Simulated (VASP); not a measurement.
Runs of VASP 6.6.1 on LiF (Griceite). It takes space group Fm-3m (No. 225, cubic). The conventional cell has a = 4.028 Å, b = 4.028 Å, c = 4.028 Å, α = 90.00°, β = 90.00°, γ = 90.00°. Around Li (site symmetry m-3m) lie 6 F at 2.01 Å. F (site symmetry m-3m) has 6 Li at 2.01 Å as nearest neighbours. 

```csv
task,cell,gap on the mesh (eV),pressure (GPa)
relaxation of the atoms,atoms relaxed from: a relaxed cell with its volume scaled by 0.98,(b),1.7
relaxation of cell and atoms,relaxed,9.12,0.0
relaxation of the atoms,atoms relaxed from: a relaxed cell with its volume scaled by 0.94,9.72,5.4
relaxation of the atoms,atoms relaxed from: a relaxed cell with its volume scaled by 1.04,(a),-2.6
relaxation of the atoms,atoms relaxed from: a relaxed cell with its volume scaled by 1.02,8.95,-1.4
```

Alike in all rows: level PBEsol; potentials or basis VASP PAW PBE potentials, release 64 (Li_sv, F); no spin polarisation; k mesh 12 × 12 × 12; cutoff (eV) 600; smearing gaussian 0.03 eV.

Task: Fill in the values left out.

Result: (a) 8.79; (b) 9.32.

Caveats: the cutoff is under 1.25 times the usual one of these potentials, so pressure, stress and relaxed cells hold a basis-set (Pulay) error; the PAW data sets were made with another functional, which shifts forces and pressure a little; the relaxation stopped at its first step, so nothing moved (some runs).

A k mesh can miss the band edges.
